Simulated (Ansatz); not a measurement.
Input, command and steps of an Ansatz relaxation.

```yaml
crystal:
  lattice:
    - [0.0, 0.0, -6.3046430652]
    - [-3.8440669361, -6.658119241, 0.0]
    - [-3.844066936, 6.658119241, 0.0]
  atoms:
    - { symbol: Zn, position: [1.0897532354, 0.3333333333, 0.1666666667] }
    - { symbol: Zn, position: [0.9936127631, 0.3396747918, 0.6698373959] }
    - { symbol: Zn, position: [0.9936127631, 0.8301626041, 0.1603252082] }
    - { symbol: Zn, position: [0.9936127631, 0.8301626041, 0.6698373959] }
    - { symbol: Zn, position: [0.4896064496, 0.1552840923, 0.8105681846] }
    - { symbol: Zn, position: [0.4896064496, 0.1552840923, 0.3447159077] }
    - { symbol: Zn, position: [0.4887220579, 0.6666666667, 0.8333333333] }
    - { symbol: Zn, position: [0.4896064496, 0.6894318154, 0.3447159077] }
    - { symbol: S, position: [0.6224095188, 0.3373800561, 0.668690028] }
    - { symbol: S, position: [0.6224095188, 0.831309972, 0.1626199439] }
    - { symbol: S, position: [0.6224095188, 0.831309972, 0.668690028] }
    - { symbol: S, position: [0.1197769592, 0.163380685, 0.8267613699] }
    - { symbol: S, position: [0.1197769592, 0.163380685, 0.336619315] }
    - { symbol: S, position: [0.1200409605, 0.6666666667, 0.8333333333] }
    - { symbol: S, position: [0.1197769592, 0.6732386301, 0.336619315] }
  host:
    lattice:
      - [3.8440669361, 0.0, 0.0]
      - [-1.922033468, 3.3290596205, 0.0]
      - [0.0, 0.0, 6.3046430652]
    atoms:
      - { symbol: Zn, position: [0.3333333333, 0.6666666667, 0.0002666738] }
      - { symbol: Zn, position: [0.6666666667, 0.3333333333, 0.5002666738] }
      - { symbol: S, position: [0.3333333333, 0.6666666667, 0.3747333262] }
      - { symbol: S, position: [0.6666666667, 0.3333333333, 0.8747333262] }
total_charge: 2
basis:
  ecutwfc: 420
  xc_grid: 2
kpoints:
  mp_grid: { grid: [4, 3, 3], shift: [0.5, 0.0, 0.0] }
hamiltonian:
  xc: pbe
scf:
  occupations: { method: gaussian, width: 0.01 }
output:
  forces: true
  stress: false
  eigenvalues: true
  charged_corrections:
    defect_position: [0.62526667, 0.33333333, 0.16666667]
    epsilon: [[9.0008, 0.0, 0.0], [0.0, 9.0008, 0.0], [0.0, 0.0, 9.6063]]
  write_density: true
  write_potential: true
  elf: true
  volumetric_format: npy
relax:
  adjacent_minimum: "off"
  f_tol: 0.025
  max_steps: 45
```

```bash
ansatz run input.yaml --threads 4 --pin off --max-ram 10240MiB --backend cpu --events-out ev --progress --plain --runs-dir out
```

Computed with DFT PBE, scalar-relativistic, plane waves, PAW (Ansatz).

The cell holds a point defect: S vacancy (site b), charge +2.

Of 6 frames 6 are shown, positions in Å and forces in eV/Å; the SCF threshold varies from step to step.

```xyz
15
Lattice="0.0000 0.0000 -6.3046 -3.8441 -6.6581 0.0000 -3.8441 6.6581 0.0000" Properties=species:S:1:pos:R:3:forces:R:3 pbc="T T T" step=1 free_energy_over_end_meV_per_atom=35.39
Zn   -1.9220   -1.1097   -6.8705    0.0000    0.0000    0.0277
Zn   -3.8806    2.1983   -6.2644   -0.1720   -0.0993   -0.1374
Zn   -3.8075   -4.4599   -6.2644    0.1720   -0.0993   -0.1374
Zn   -5.7661   -1.0675   -6.2644    0.0000    0.1986   -0.1374
Zn   -3.7128    4.3630   -3.0868    0.9496   -0.5483    0.4174
Zn   -1.9220    1.2613   -3.0868    0.0000    1.0965    0.4174
Zn   -5.7661    1.1097   -3.0812    0.0000    0.0000    0.1676
Zn   -3.9753   -2.2952   -3.0868   -0.9496   -0.5483    0.4174
S    -3.8674    2.2059   -3.9241   -0.0677   -0.0391   -0.1333
S    -3.8207   -4.4522   -3.9241    0.0677   -0.0391   -0.1333
S    -5.7661   -1.0827   -3.9241    0.0000    0.0781   -0.1333
S    -3.8062    4.4169   -0.7552   -0.2522    0.1456   -0.2094
S    -1.9220    1.1534   -0.7552    0.0000   -0.2912   -0.2094
S    -5.7661    1.1097   -0.7568    0.0000    0.0000   -0.0075
S    -3.8820   -2.2413   -0.7552    0.2522    0.1456   -0.2094
15
Lattice="0.0000 0.0000 -6.3046 -3.8441 -6.6581 0.0000 -3.8441 6.6581 0.0000" Properties=species:S:1:pos:R:3:forces:R:3 pbc="T T T" step=2 free_energy_over_end_meV_per_atom=4.63
Zn   -1.9220   -1.1097   -6.8455    0.0000    0.0000   -0.1306
Zn   -3.8954    2.1898   -6.2963   -0.0045   -0.0026   -0.0771
Zn   -3.7928   -4.4684   -6.2963    0.0045   -0.0026   -0.0771
Zn   -5.7661   -1.0505   -6.2963    0.0000    0.0052   -0.0771
Zn   -3.5514    4.2698   -3.0287    0.2916   -0.1683    0.1631
Zn   -1.9220    1.4476   -3.0287    0.0000    0.3367    0.1631
Zn   -5.7661    1.1097   -3.0919    0.0000    0.0000    0.1749
Zn   -4.1367   -2.3883   -3.0287   -0.2916   -0.1683    0.1631
S    -3.8871    2.1945   -3.9650    0.1030    0.0595    0.1260
S    -3.8010   -4.4636   -3.9650   -0.1030    0.0595    0.1260
S    -5.7661   -1.0600   -3.9650    0.0000   -0.1190    0.1260
S    -3.8141    4.4215   -0.7362   -0.0475    0.0274   -0.2318
S    -1.9220    1.1443   -0.7362    0.0000   -0.0548   -0.2318
S    -5.7661    1.1097   -0.7840    0.0000    0.0000    0.0151
S    -3.8740   -2.2367   -0.7362    0.0475    0.0274   -0.2318
15
Lattice="0.0000 0.0000 -6.3046 -3.8441 -6.6581 0.0000 -3.8441 6.6581 0.0000" Properties=species:S:1:pos:R:3:forces:R:3 pbc="T T T" step=3 free_energy_over_end_meV_per_atom=2.94
Zn   -1.9220   -1.1097   -6.8879    0.0000    0.0000   -0.0450
Zn   -3.8916    2.1919   -6.3127    0.0320    0.0185    0.1360
Zn   -3.7965   -4.4662   -6.3127   -0.0320    0.0185    0.1360
Zn   -5.7661   -1.0548   -6.3127    0.0000   -0.0370    0.1360
Zn   -3.5376    4.2618   -3.0164    0.2245   -0.1296    0.0589
Zn   -1.9220    1.4636   -3.0164    0.0000    0.2593    0.0589
Zn   -5.7661    1.1097   -3.0573    0.0000    0.0000   -0.1220
Zn   -4.1505   -2.3963   -3.0164   -0.2245   -0.1296    0.0589
S    -3.8686    2.2052   -3.9445   -0.1892   -0.1092   -0.1629
S    -3.8196   -4.4529   -3.9445    0.1892   -0.1092   -0.1629
S    -5.7661   -1.0814   -3.9445    0.0000    0.2184   -0.1629
S    -3.8195    4.4246   -0.7543    0.0100   -0.0058   -0.0154
S    -1.9220    1.1380   -0.7543    0.0000    0.0115   -0.0154
S    -5.7661    1.1097   -0.7709    0.0000    0.0000    0.1173
S    -3.8686   -2.2335   -0.7543   -0.0100   -0.0058   -0.0154
15
Lattice="0.0000 0.0000 -6.3046 -3.8441 -6.6581 0.0000 -3.8441 6.6581 0.0000" Properties=species:S:1:pos:R:3:forces:R:3 pbc="T T T" step=4 free_energy_over_end_meV_per_atom=0.10
Zn   -1.9220   -1.1097   -6.9166    0.0000    0.0000   -0.0458
Zn   -3.8868    2.1947   -6.3033    0.0104    0.0060    0.0416
Zn   -3.8013   -4.4634   -6.3033   -0.0104    0.0060    0.0416
Zn   -5.7661   -1.0604   -6.3033    0.0000   -0.0120    0.0416
Zn   -3.4813    4.2293   -3.0090    0.0105   -0.0061   -0.0152
Zn   -1.9220    1.5285   -3.0090    0.0000    0.0122   -0.0152
Zn   -5.7661    1.1097   -3.0475    0.0000    0.0000    0.0577
Zn   -4.2068   -2.4288   -3.0090   -0.0105   -0.0061   -0.0152
S    -3.8883    2.1938   -3.9562    0.0033    0.0019   -0.0170
S    -3.7999   -4.4643   -3.9562   -0.0033    0.0019   -0.0170
S    -5.7661   -1.0586   -3.9562    0.0000   -0.0038   -0.0170
S    -3.8129    4.4208   -0.7597   -0.0097    0.0056   -0.0041
S    -1.9220    1.1456   -0.7597    0.0000   -0.0112   -0.0041
S    -5.7661    1.1097   -0.7507    0.0000    0.0000   -0.0280
S    -3.8752   -2.2374   -0.7597    0.0097    0.0056   -0.0041
15
Lattice="0.0000 0.0000 -6.3046 -3.8441 -6.6581 0.0000 -3.8441 6.6581 0.0000" Properties=species:S:1:pos:R:3:forces:R:3 pbc="T T T" step=5 free_energy_over_end_meV_per_atom=0.01
Zn   -1.9220   -1.1097   -6.9337    0.0000    0.0000   -0.0132
Zn   -3.8849    2.1958   -6.2986    0.0034    0.0020    0.0143
Zn   -3.8033   -4.4623   -6.2986   -0.0034    0.0020    0.0143
Zn   -5.7661   -1.0626   -6.2986    0.0000   -0.0040    0.0143
Zn   -3.4775    4.2271   -3.0115   -0.0009    0.0005   -0.0082
Zn   -1.9220    1.5329   -3.0115    0.0000   -0.0010   -0.0082
Zn   -5.7661    1.1097   -3.0370    0.0000    0.0000    0.0378
Zn   -4.2106   -2.4310   -3.0115    0.0009    0.0005   -0.0082
S    -3.8904    2.1926   -3.9554    0.0059    0.0034   -0.0079
S    -3.7977   -4.4655   -3.9554   -0.0059    0.0034   -0.0079
S    -5.7661   -1.0562   -3.9554    0.0000   -0.0068   -0.0079
S    -3.8126    4.4206   -0.7629   -0.0016    0.0009    0.0025
S    -1.9220    1.1460   -0.7629    0.0000   -0.0018    0.0025
S    -5.7661    1.1097   -0.7437    0.0000    0.0000   -0.0267
S    -3.8756   -2.2376   -0.7629    0.0016    0.0009    0.0025
15
Lattice="0.0000 0.0000 -6.3046 -3.8441 -6.6581 0.0000 -3.8441 6.6581 0.0000" Properties=species:S:1:pos:R:3:forces:R:3 pbc="T T T" step=6 free_energy_over_end_meV_per_atom=0.00
Zn   -1.9220   -1.1097   -6.9397    0.0000    0.0000   -0.0010
Zn   -3.8841    2.1963   -6.2963    0.0012    0.0007   -0.0013
Zn   -3.8040   -4.4619   -6.2963   -0.0012    0.0007   -0.0013
Zn   -5.7661   -1.0635   -6.2963    0.0000   -0.0014   -0.0013
Zn   -3.4773    4.2270   -3.0135   -0.0006    0.0004    0.0018
Zn   -1.9220    1.5332   -3.0135    0.0000   -0.0007    0.0018
Zn   -5.7661    1.1097   -3.0303    0.0000    0.0000    0.0023
Zn   -4.2109   -2.4311   -3.0135    0.0006    0.0004    0.0018
S    -3.8910    2.1923   -3.9554   -0.0014   -0.0008    0.0009
S    -3.7972   -4.4658   -3.9554    0.0014   -0.0008    0.0009
S    -5.7661   -1.0555   -3.9554    0.0000    0.0016    0.0009
S    -3.8124    4.4205   -0.7642    0.0009   -0.0005    0.0000
S    -1.9220    1.1462   -0.7642    0.0000    0.0011    0.0000
S    -5.7661    1.1097   -0.7416    0.0000    0.0000   -0.0053
S    -3.8757   -2.2377   -0.7642   -0.0009   -0.0005    0.0000
```

The run took 44 s on 4 threads of Intel(R) Xeon(R) Processor @ 2.70GHz, on a shared host, peak memory 0.92 GiB.